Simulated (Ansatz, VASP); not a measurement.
## Two plane-wave programs on TePb (k07)

```xyz
2
Lattice="0.0000 3.2310 3.2310 3.2310 0.0000 3.2310 3.2310 3.2310 0.0000" Properties=species:S:1:pos:R:3 pbc="T T T"
Te    3.2310    3.2310    3.2310
Pb    0.0000    0.0000    0.0000
```

Alike in both runs: task relaxation of cell and atoms; functional PBE; k mesh 10 × 10 × 10; occupations gaussian, width 0.02 eV; no spin polarisation.

```csv
,VASP,Ansatz
version,VASP 6.6.1,Ansatz 0.2.0
potentials or method,"VASP PAW PBE potentials, release 64 (Te, Pb_d)","scalar-relativistic, plane waves, PAW"
plane-wave cutoff (eV),600,420
valence electrons in the cell,20,30
```

Ansatz gave:

| Property | Result |
| --- | --- |
| gap on the k mesh at the Fermi level, each at its own relaxed structure (eV) | 0.83 |
| relaxed volume (Å³/atom) | 35.44 |
| relaxed cell length with the largest relative difference (Å) | 4.645 |
| energy change over the relaxation (meV/atom) | -11 |

Problem. Estimate VASP's values.

Solution. gap on the k mesh at the Fermi level, each at its own relaxed structure (eV): 0.83; relaxed volume (Å³/atom): 35.41; relaxed cell length with the largest relative difference (Å): 4.644; energy change over the relaxation (meV/atom): -11.

The two sets of potentials don't hold the same shells in valence.

Caveats: spin-orbit coupling is left out, which as a rule narrows the gap of such compounds by several tenths of an eV. A k mesh can miss the band edges. PBE usually gives volumes a little too large and moduli too small.
